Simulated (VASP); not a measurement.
# PtS2 (P-3m1) in VASP: notebook, part 2 of 9

VASP 6.6.1. The steps go on from the part before.

### 4 Equation of state, r2SCAN, 18.81 Å³/atom

Input file INCAR:

```
PREC     = Accurate       # precision mode
ENCUT    = 900            # plane-wave cutoff, eV
EDIFF    = 1E-8           # SCF threshold, eV
ISMEAR   = 0              # smearing method
SIGMA    = 0.05           # smearing width, eV
LREAL    = F              # projectors in reciprocal space
LASPH    = T              # aspherical terms in the spheres
NELM     = 100            # most SCF steps
ALGO     = Normal         # electronic algorithm
ISIF     = 2              # what is computed and relaxed
LWAVE    = F              # write WAVECAR
LCHARG   = F              # write CHGCAR
METAGGA  = R2SCAN         # meta-GGA
LMIXTAU  = T            
ADDGRID  = F
```

Input file KPOINTS:

```
Automatic mesh
0
Gamma
  13 13 8
```

Input file POSCAR:

```
PtS2
1.0
    3.5782834698      0.0000000000      0.0000000000
   -1.7891417349      3.0988843868      0.0000000000
    0.0000000000      0.0000000000      5.0886923537
Pt S
1 2
Direct
    0.0000000000      0.0000000000      0.0000000000
    0.6666666667      0.3333333333      0.7730000000
    0.3333333333      0.6666666667      0.2270000000
```

Potentials or basis: VASP PAW PBE potentials, release 64 (Pt, S).

Launch:

```bash
$ cat potpaw_PBE.64/Pt/POTCAR potpaw_PBE.64/S/POTCAR > POTCAR
$ mpirun -np 1 vasp_std > vasp.out
```

OUTCAR:

```text
PREC = Accurate
   ENCUT = 900
   EDIFF = 1E-8
   ISMEAR = 0
   LREAL = F
   LASPH = T
   NELM = 100
   ISIF = 2
   METAGGA = R2SCAN

 ion  position               nearest neighbor table
   1  0.000  0.000  0.000-   2 2.37   3 2.37   2 2.37   3 2.37   2 2.37   3 2.37
   2  0.667  0.333  0.773-   1 2.37   1 2.37   1 2.37
   3  0.333  0.667  0.227-   1 2.37   1 2.37   1 2.37

  LATTYP: Found a hexagonal cell.
 ALAT       =     3.5782834698
 C/A-ratio  =     1.4221043125

[... 626 lines left out ...]

  FORCE on cell =-STRESS in cart. coord.  units (eV):
  Direction    XX          YY          ZZ          XY          YZ          ZX
  --------------------------------------------------------------------------------------
  -------------------------------------------------------------------------------------
  Total        1.2577601      1.2577601      2.0757641      0.0000000     -0.0000000      0.0000000
  in kB       35.7126502     35.7126502     58.9389326      0.0000000     -0.0000000      0.0000000
  external PRESSURE =      43.4547443 kB  Pullay stress =       0.0000000 kB

 VOLUME and BASIS-vectors are now :
 -----------------------------------------------------------------------------
  energy-cutoff  :      900.00
  volume of cell :       56.43
      direct lattice vectors                 reciprocal lattice vectors
     3.578283470  0.000000000  0.000000000     0.279463606  0.161348388  0.000000000
    -1.789141735  3.098884387  0.000000000     0.000000000  0.322696776  0.000000000
     0.000000000  0.000000000  5.088692354     0.000000000  0.000000000  0.196514140

 POSITION                                       TOTAL-FORCE (eV/Angst)
 -----------------------------------------------------------------------------------
      0.00000      0.00000      0.00000         0.000000      0.000000      0.000000
      1.78914      1.03296      3.93356         0.000000     -0.000000     -0.766457
     -0.00000      2.06592      1.15513        -0.000000      0.000000      0.766457
 -----------------------------------------------------------------------------------
    total drift:                                0.000000     -0.000000     -0.000000

  FREE ENERGIE OF THE ION-ELECTRON SYSTEM (eV)
  ---------------------------------------------------
  free  energy   TOTEN  =       -68.8124955457 eV

  energy  without entropy=      -68.8124955457  energy(sigma->0) =      -68.81249555
```

OSZICAR:

```text
N       E                     dE             d eps       ncg     rms          rms(c)
DAV:   1     0.106505006516E+03    0.10651E+03   -0.14760E+04  4410   0.210E+03
DAV:   2    -0.671893318413E+02   -0.17369E+03   -0.16960E+03  5426   0.311E+02
DAV:   3    -0.757788656987E+02   -0.85895E+01   -0.85105E+01  5791   0.708E+01
DAV:   4    -0.758853773588E+02   -0.10651E+00   -0.10647E+00  5642   0.870E+00
[... 13 lines left out ...]
DAV:  18    -0.688124955534E+02   -0.13290E-06   -0.10035E-07  5271   0.461E-03    0.930E-04
DAV:  19    -0.688124955808E+02   -0.27388E-07   -0.71178E-09  3983   0.101E-03    0.578E-04
DAV:  20    -0.688124955322E+02    0.48580E-07   -0.71230E-09  3325   0.994E-04    0.190E-04
DAV:  21    -0.688124955425E+02   -0.10307E-07   -0.26026E-09  2506   0.629E-04    0.421E-05
DAV:  22    -0.688124955457E+02   -0.31832E-08   -0.59783E-10  2331   0.254E-04
   1 F= -.68812496E+02 E0= -.68812496E+02  d E =-.392495E-17
```

Run time: 9.9 min. Hardware: 1 thread of Intel Xeon Platinum 8559C (Emerald Rapids), shared host; peak memory 0.46 GiB.

What came out:

| Property | Result |
| --- | --- |
| Free energy | -68.8125 eV |
| Pressure | 4.3 GPa |
| Largest force | 0.766 eV/Å |
| Band gap on the k mesh | 0.91 eV, indirect (least direct gap 1.17 eV) |

Caveat: the PAW data sets were made with another functional, which shifts forces and pressure a little; spin-orbit coupling is left out, which moves the levels of the heavy elements; an odd mesh through Γ misses points on the zone boundary, where band edges often lie.

### 5 Equation of state, r2SCAN, 17.71 Å³/atom

INCAR: that of step 4 with these lines changed.

```diff
@@ -1,4 +1,4 @@
 PREC     = Accurate       # precision mode
-ENCUT    = 900            # plane-wave cutoff, eV
-EDIFF    = 1E-8           # SCF threshold, eV
+ENCUT    = 500            # plane-wave cutoff, eV
+EDIFF    = 1E-7           # SCF threshold, eV
 ISMEAR   = 0              # smearing method
```

Input file KPOINTS:

```
Automatic mesh
0
Gamma
  6 6 4
```

Input file POSCAR:

```
PtS2
1.0
    3.5074076539      0.0000000000      0.0000000000
   -1.7537038269      3.0375041297      0.0000000000
    0.0000000000      0.0000000000      4.9878995503
Pt S
1 2
Direct
    0.0000000000      0.0000000000      0.0000000000
    0.6666666667      0.3333333333      0.7730000000
    0.3333333333      0.6666666667      0.2270000000
```

Launch:

```bash
$ cat potpaw_PBE.64/Pt/POTCAR potpaw_PBE.64/S/POTCAR > POTCAR
$ mpirun -np 1 vasp_std > vasp.out
```

Wall time 43 s (1 thread of Intel Xeon Platinum 8559C (Emerald Rapids), shared host); peak memory 0.18 GiB.

These settings aren't checked as converged: the numbers below hold their error.

What came out:

| Quantity | Value |
| --- | --- |
| Free energy | -68.6138 eV |
| Pressure | 15.1 GPa |
| Largest force | 1.713 eV/Å |
| Band gap on the k mesh | 1.17 eV, indirect (least direct gap 1.73 eV) |

Caveat: the PAW data sets were made with another functional, which shifts forces and pressure a little; spin-orbit coupling is left out, which moves the levels of the heavy elements.

### 6 Equation of state, r2SCAN, 18.81 Å³/atom

INCAR is that of step 5.

KPOINTS is that of step 5.

Input file POSCAR:

```
PtS2
1.0
    3.5782834698      0.0000000000      0.0000000000
   -1.7891417349      3.0988843868      0.0000000000
    0.0000000000      0.0000000000      5.0886923537
Pt S
1 2
Direct
    0.0000000000      0.0000000000      0.0000000000
    0.6666666667      0.3333333333      0.7730000000
    0.3333333333      0.6666666667      0.2270000000
```

Potentials or basis: VASP PAW PBE potentials, release 64 (Pt, S).

Launch:

```bash
$ cat potpaw_PBE.64/Pt/POTCAR potpaw_PBE.64/S/POTCAR > POTCAR
$ mpirun -np 1 vasp_std > vasp.out
```

Wall time 54 s (1 thread of Intel Xeon Platinum 8559C (Emerald Rapids), shared host); peak memory 0.18 GiB.

These settings aren't checked as converged: the numbers below hold their error.

What came out:

* Free energy: -68.8080 eV
* Pressure: 4.3 GPa
* Largest force: 0.768 eV/Å
* Band gap on the k mesh: 1.10 eV, indirect (least direct gap 1.62 eV)

Caveat: the PAW data sets were made with another functional, which shifts forces and pressure a little; spin-orbit coupling is left out, which moves the levels of the heavy elements.

### 7 Equation of state, r2SCAN, 17.71 Å³/atom

INCAR is that of step 6.

Input file KPOINTS:

```
Automatic mesh
0
Gamma
  11 11 7
```

Input file POSCAR:

```
PtS2
1.0
    3.5074076539      0.0000000000      0.0000000000
   -1.7537038269      3.0375041297      0.0000000000
    0.0000000000      0.0000000000      4.9878995503
Pt S
1 2
Direct
    0.0000000000      0.0000000000      0.0000000000
    0.6666666667      0.3333333333      0.7730000000
    0.3333333333      0.6666666667      0.2270000000
```

Launch:

```bash
$ cat potpaw_PBE.64/Pt/POTCAR potpaw_PBE.64/S/POTCAR > POTCAR
$ mpirun -np 1 vasp_std > vasp.out
```

It took 2.4 min on 1 thread of Intel Xeon Platinum 8559C (Emerald Rapids), shared host; peak memory 0.22 GiB.

These settings aren't checked as converged: the numbers below hold their error.

Results:

| Quantity | Value |
| --- | --- |
| Free energy | -68.6162 eV |
| Pressure | 15.0 GPa |
| Largest force | 1.711 eV/Å |
| Band gap on the k mesh | 0.93 eV, indirect (least direct gap 1.22 eV) |

Caveat: the PAW data sets were made with another functional, which shifts forces and pressure a little; spin-orbit coupling is left out, which moves the levels of the heavy elements; an odd mesh through Γ misses points on the zone boundary, where band edges often lie.

### 8 Equation of state, r2SCAN, 18.81 Å³/atom

INCAR is that of step 7.

KPOINTS is that of step 7.

Input file POSCAR:

```
PtS2
1.0
    3.5782834698      0.0000000000      0.0000000000
   -1.7891417349      3.0988843868      0.0000000000
    0.0000000000      0.0000000000      5.0886923537
Pt S
1 2
Direct
    0.0000000000      0.0000000000      0.0000000000
    0.6666666667      0.3333333333      0.7730000000
    0.3333333333      0.6666666667      0.2270000000
```

Launch:

```bash
$ cat potpaw_PBE.64/Pt/POTCAR potpaw_PBE.64/S/POTCAR > POTCAR
$ mpirun -np 1 vasp_std > vasp.out
```

It took 3.2 min on 1 thread of Intel Xeon Platinum 8559C (Emerald Rapids), shared host; peak memory 0.23 GiB.

The run converged, but some of its settings lie outside the range that counts as converged, so its numbers aren't taken as properties of the crystal.

What came out:

```
Free energy            : -68.8098 eV
Pressure               : 4.3 GPa
Largest force          : 0.766 eV/Å
Band gap on the k mesh : 0.86 eV, indirect (least direct gap 1.13 eV)
```

Caveat: the PAW data sets were made with another functional, which shifts forces and pressure a little; spin-orbit coupling is left out, which moves the levels of the heavy elements; an odd mesh through Γ misses points on the zone boundary, where band edges often lie.

### 9 Equation of state, r2SCAN, 17.71 Å³/atom

INCAR: that of step 8 with these lines changed.

```diff
@@ -1,3 +1,3 @@
 PREC     = Accurate       # precision mode
-ENCUT    = 500            # plane-wave cutoff, eV
+ENCUT    = 600            # plane-wave cutoff, eV
 EDIFF    = 1E-7           # SCF threshold, eV
```

KPOINTS is that of step 8.

Input file POSCAR:

```
PtS2
1.0
    3.5074076539      0.0000000000      0.0000000000
   -1.7537038269      3.0375041297      0.0000000000
    0.0000000000      0.0000000000      4.9878995503
Pt S
1 2
Direct
    0.0000000000      0.0000000000      0.0000000000
    0.6666666667      0.3333333333      0.7730000000
    0.3333333333      0.6666666667      0.2270000000
```

Potentials or basis: VASP PAW PBE potentials, release 64 (Pt, S).

Launch:

```bash
$ cat potpaw_PBE.64/Pt/POTCAR potpaw_PBE.64/S/POTCAR > POTCAR
$ mpirun -np 1 vasp_std > vasp.out
```

Run time: 3 min. Hardware: 1 thread of Intel Xeon Platinum 8559C (Emerald Rapids), shared host; peak memory 0.24 GiB.

The run converged, but some of its settings lie outside the range that counts as converged, so its numbers aren't taken as properties of the crystal.

Results:

| Quantity | Value |
| --- | --- |
| Free energy | -68.6161 eV |
| Pressure | 15.1 GPa |
| Largest force | 1.712 eV/Å |
| Band gap on the k mesh | 0.93 eV, indirect (least direct gap 1.22 eV) |

Caveat: the PAW data sets were made with another functional, which shifts forces and pressure a little; spin-orbit coupling is left out, which moves the levels of the heavy elements; an odd mesh through Γ misses points on the zone boundary, where band edges often lie.

### 10 Equation of state, r2SCAN, 18.81 Å³/atom

INCAR is that of step 9.

KPOINTS is that of step 9.

Input file POSCAR:

```
PtS2
1.0
    3.5782834698      0.0000000000      0.0000000000
   -1.7891417349      3.0988843868      0.0000000000
    0.0000000000      0.0000000000      5.0886923537
Pt S
1 2
Direct
    0.0000000000      0.0000000000      0.0000000000
    0.6666666667      0.3333333333      0.7730000000
    0.3333333333      0.6666666667      0.2270000000
```

Launch:

```bash
$ cat potpaw_PBE.64/Pt/POTCAR potpaw_PBE.64/S/POTCAR > POTCAR
$ mpirun -np 1 vasp_std > vasp.out
```

Wall time 3.6 min (1 thread of Intel Xeon Platinum 8559C (Emerald Rapids), shared host); peak memory 0.27 GiB.

These settings aren't checked as converged: the numbers below hold their error.

Results:

```yaml
Free_energy: -68.8098 eV
Pressure: 4.3 GPa
Largest_force: 0.767 eV/Å
Band_gap_on_the_k_mesh: 0.86 eV, indirect (least direct gap 1.13 eV)
```

Caveat: the PAW data sets were made with another functional, which shifts forces and pressure a little; spin-orbit coupling is left out, which moves the levels of the heavy elements; an odd mesh through Γ misses points on the zone boundary, where band edges often lie.

### 11 Equation of state, r2SCAN, 17.71 Å³/atom

INCAR: that of step 10 with these lines changed.

```diff
@@ -1,3 +1,3 @@
 PREC     = Accurate       # precision mode
-ENCUT    = 600            # plane-wave cutoff, eV
+ENCUT    = 500            # plane-wave cutoff, eV
 EDIFF    = 1E-7           # SCF threshold, eV
```

Input file KPOINTS:

```
Automatic mesh
0
Gamma
  13 13 8
```

Input file POSCAR:

```
PtS2
1.0
    3.5074076539      0.0000000000      0.0000000000
   -1.7537038269      3.0375041297      0.0000000000
    0.0000000000      0.0000000000      4.9878995503
Pt S
1 2
Direct
    0.0000000000      0.0000000000      0.0000000000
    0.6666666667      0.3333333333      0.7730000000
    0.3333333333      0.6666666667      0.2270000000
```

Launch:

```bash
$ cat potpaw_PBE.64/Pt/POTCAR potpaw_PBE.64/S/POTCAR > POTCAR
$ mpirun -np 1 vasp_std > vasp.out
```

Wall time 4.3 min (1 thread of Intel Xeon Platinum 8559C (Emerald Rapids), shared host); peak memory 0.27 GiB.

These settings aren't checked as converged: the numbers below hold their error.

Results:

| Property | Result |
| --- | --- |
| Free energy | -68.6163 eV |
| Pressure | 15.0 GPa |
| Largest force | 1.711 eV/Å |
| Band gap on the k mesh | 0.99 eV, indirect (least direct gap 1.25 eV) |

Caveat: the PAW data sets were made with another functional, which shifts forces and pressure a little; spin-orbit coupling is left out, which moves the levels of the heavy elements; an odd mesh through Γ misses points on the zone boundary, where band edges often lie.

### 12 Equation of state, r2SCAN, 18.81 Å³/atom

INCAR is that of step 11.

KPOINTS is that of step 11.

Input file POSCAR:

```
PtS2
1.0
    3.5782834698      0.0000000000      0.0000000000
   -1.7891417349      3.0988843868      0.0000000000
    0.0000000000      0.0000000000      5.0886923537
Pt S
1 2
Direct
    0.0000000000      0.0000000000      0.0000000000
    0.6666666667      0.3333333333      0.7730000000
    0.3333333333      0.6666666667      0.2270000000
```

Potentials or basis: VASP PAW PBE potentials, release 64 (Pt, S).

Launch:

```bash
$ cat potpaw_PBE.64/Pt/POTCAR potpaw_PBE.64/S/POTCAR > POTCAR
$ mpirun -np 1 vasp_std > vasp.out
```

It took 5.8 min on 1 thread of Intel Xeon Platinum 8559C (Emerald Rapids), shared host; peak memory 0.29 GiB.

The run converged, but some of its settings lie outside the range that counts as converged, so its numbers aren't taken as properties of the crystal.

What came out:

```yaml
Free_energy: -68.8098 eV
Pressure: 4.3 GPa
Largest_force: 0.766 eV/Å
Band_gap_on_the_k_mesh: 0.91 eV, indirect (least direct gap 1.17 eV)
```

Caveat: the PAW data sets were made with another functional, which shifts forces and pressure a little; spin-orbit coupling is left out, which moves the levels of the heavy elements; an odd mesh through Γ misses points on the zone boundary, where band edges often lie.

### 13 Equation of state, r2SCAN, 17.71 Å³/atom

INCAR: that of step 12 with these lines changed.

```diff
@@ -1,3 +1,3 @@
 PREC     = Accurate       # precision mode
-ENCUT    = 500            # plane-wave cutoff, eV
+ENCUT    = 600            # plane-wave cutoff, eV
 EDIFF    = 1E-7           # SCF threshold, eV
```

KPOINTS is that of step 12.

Input file POSCAR:

```
PtS2
1.0
    3.5074076539      0.0000000000      0.0000000000
   -1.7537038269      3.0375041297      0.0000000000
    0.0000000000      0.0000000000      4.9878995503
Pt S
1 2
Direct
    0.0000000000      0.0000000000      0.0000000000
    0.6666666667      0.3333333333      0.7730000000
    0.3333333333      0.6666666667      0.2270000000
```

Launch:

```bash
$ cat potpaw_PBE.64/Pt/POTCAR potpaw_PBE.64/S/POTCAR > POTCAR
$ mpirun -np 1 vasp_std > vasp.out
```

It took 4.7 min on 1 thread of Intel Xeon Platinum 8559C (Emerald Rapids), shared host; peak memory 0.29 GiB.

These settings aren't checked as converged: the numbers below hold their error.

What came out:

```
Free energy            : -68.6162 eV
Pressure               : 15.1 GPa
Largest force          : 1.712 eV/Å
Band gap on the k mesh : 0.99 eV, indirect (least direct gap 1.25 eV)
```

Caveat: the PAW data sets were made with another functional, which shifts forces and pressure a little; spin-orbit coupling is left out, which moves the levels of the heavy elements; an odd mesh through Γ misses points on the zone boundary, where band edges often lie.

### 14 Equation of state, r2SCAN, 18.81 Å³/atom

INCAR is that of step 13.

KPOINTS is that of step 13.

Input file POSCAR:

```
PtS2
1.0
    3.5782834698      0.0000000000      0.0000000000
   -1.7891417349      3.0988843868      0.0000000000
    0.0000000000      0.0000000000      5.0886923537
Pt S
1 2
Direct
    0.0000000000      0.0000000000      0.0000000000
    0.6666666667      0.3333333333      0.7730000000
    0.3333333333      0.6666666667      0.2270000000
```

Launch:

```bash
$ cat potpaw_PBE.64/Pt/POTCAR potpaw_PBE.64/S/POTCAR > POTCAR
$ mpirun -np 1 vasp_std > vasp.out
```

It took 6 min on 1 thread of Intel Xeon Platinum 8559C (Emerald Rapids), shared host; peak memory 0.31 GiB.

The run converged, but some of its settings lie outside the range that counts as converged, so its numbers aren't taken as properties of the crystal.

Results:

```
Free energy            : -68.8098 eV
Pressure               : 4.3 GPa
Largest force          : 0.767 eV/Å
Band gap on the k mesh : 0.91 eV, indirect (least direct gap 1.17 eV)
```

Caveat: the PAW data sets were made with another functional, which shifts forces and pressure a little; spin-orbit coupling is left out, which moves the levels of the heavy elements; an odd mesh through Γ misses points on the zone boundary, where band edges often lie.

### 15 Equation of state, r2SCAN, 17.71 Å³/atom

INCAR: that of step 14 with these lines changed.

```diff
@@ -1,3 +1,3 @@
 PREC     = Accurate       # precision mode
-ENCUT    = 600            # plane-wave cutoff, eV
+ENCUT    = 900            # plane-wave cutoff, eV
 EDIFF    = 1E-7           # SCF threshold, eV
```

Input file KPOINTS:

```
Automatic mesh
0
Gamma
  11 11 7
```

Input file POSCAR:

```
PtS2
1.0
    3.5074076539      0.0000000000      0.0000000000
   -1.7537038269      3.0375041297      0.0000000000
    0.0000000000      0.0000000000      4.9878995503
Pt S
1 2
Direct
    0.0000000000      0.0000000000      0.0000000000
    0.6666666667      0.3333333333      0.7730000000
    0.3333333333      0.6666666667      0.2270000000
```

Potentials or basis: VASP PAW PBE potentials, release 64 (Pt, S).

Launch:

```bash
$ cat potpaw_PBE.64/Pt/POTCAR potpaw_PBE.64/S/POTCAR > POTCAR
$ mpirun -np 1 vasp_std > vasp.out
```

Run time: 4.6 min. Hardware: 1 thread of Intel Xeon Platinum 8559C (Emerald Rapids), shared host; peak memory 0.38 GiB.

The run converged, but some of its settings lie outside the range that counts as converged, so its numbers aren't taken as properties of the crystal.

What came out:

| Quantity | Value |
| --- | --- |
| Free energy | -68.6188 eV |
| Pressure | 15.1 GPa |
| Largest force | 1.712 eV/Å |
| Band gap on the k mesh | 0.94 eV, indirect (least direct gap 1.22 eV) |

Caveat: the PAW data sets were made with another functional, which shifts forces and pressure a little; spin-orbit coupling is left out, which moves the levels of the heavy elements; an odd mesh through Γ misses points on the zone boundary, where band edges often lie.

### 16 Equation of state, r2SCAN, 18.81 Å³/atom

INCAR is that of step 15.

KPOINTS is that of step 15.

Input file POSCAR:

```
PtS2
1.0
    3.5782834698      0.0000000000      0.0000000000
   -1.7891417349      3.0988843868      0.0000000000
    0.0000000000      0.0000000000      5.0886923537
Pt S
1 2
Direct
    0.0000000000      0.0000000000      0.0000000000
    0.6666666667      0.3333333333      0.7730000000
    0.3333333333      0.6666666667      0.2270000000
```

Launch:

```bash
$ cat potpaw_PBE.64/Pt/POTCAR potpaw_PBE.64/S/POTCAR > POTCAR
$ mpirun -np 1 vasp_std > vasp.out
```

Wall time 5.3 min (1 thread of Intel Xeon Platinum 8559C (Emerald Rapids), shared host); peak memory 0.39 GiB.

These settings aren't checked as converged: the numbers below hold their error.

What came out:

| Property | Result |
| --- | --- |
| Free energy | -68.8125 eV |
| Pressure | 4.3 GPa |
| Largest force | 0.766 eV/Å |
| Band gap on the k mesh | 0.86 eV, indirect (least direct gap 1.13 eV) |

Caveat: the PAW data sets were made with another functional, which shifts forces and pressure a little; spin-orbit coupling is left out, which moves the levels of the heavy elements; an odd mesh through Γ misses points on the zone boundary, where band edges often lie.

(Continued in part 3 of 9.)
